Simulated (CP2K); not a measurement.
Runs of CP2K 2026.2 on TaS2. The structure is trigonal, space group P-3m1 (No. 164). Conventional cell: a = 3.350 Å, b = 3.350 Å, c = 5.860 Å, α = 90.00°, β = 90.00°, γ = 120.00°. Around Ta (site symmetry -3m) lie 6 S at 2.43 Å. Around S (site symmetry 3m) lie 3 Ta at 2.43 Å. 

```csv
level,potentials or basis,smearing,NGRIDS,gap on the mesh (eV),pressure (GPa),largest force (eV/Å)
PBE,"POTENTIAL_UZH Ta GTH-PBE-q13, S GTH-PBE-q6; TZVP-MOLOPT-PBE-GTH basis",gaussian 0.027 eV,5,none,8.2,1.14
PBEsol,"POTENTIAL_UZH Ta GTH-PBE-q13, S GTH-PBE-q6; TZVP-MOLOPT-PBE-GTH basis",gaussian 0.05 eV,5,none,4.5,1.02
PBE,"POTENTIAL_UZH Ta GTH-PBE-q13, S GTH-PBE-q6; TZVP-MOLOPT-PBE-GTH basis",gaussian 0.03 eV,4,none,8.2,1.14
PBE,"POTENTIAL_UZH Ta GTH-PBE-q13, S GTH-PBE-q6; TZVP-MOLOPT-PBE-GTH basis",gaussian 0.029 eV,5,none,8.2,1.14
LDA,"GTH_POTENTIALS Ta GTH-PADE-q13, S GTH-PADE-q6; TZVP-MOLOPT-PBE-GTH basis",gaussian 0.05 eV,4,none,2.5,(a)
PBE,"POTENTIAL_UZH Ta GTH-PBE-q13, S GTH-PBE-q6; TZVP-MOLOPT-PBE-GTH basis",gaussian 0.026 eV,4,none,8.2,1.14
PBE,"POTENTIAL_UZH Ta GTH-PBE-q13, S GTH-PBE-q6; TZVP-MOLOPT-PBE-GTH basis",gaussian 0.028 eV,4,none,8.2,1.14
```

Alike in all rows: task single point; no spin polarisation; cell as given; k mesh 9 × 9 × 5.

**Question.** Estimate the missing entries.

**Answer.** (a) 1.34.

Caveats: the basis of atomic orbitals isn't converged, which shifts pressures, moduli and gaps; this functional lacks dispersion, which binds the layers, so the pressure and a relaxed spacing across them are unreliable (some runs); forces of over 1 eV/Å show positions far from the minimum, so gaps and moduli don't describe the material at rest (some runs); the potentials were made for another functional, which shifts forces and pressure (some runs).

A k mesh can miss the band edges, and the runs leave out spin-orbit coupling on Ta.

A gap of «none» marks a metal or a gap under the smearing width.
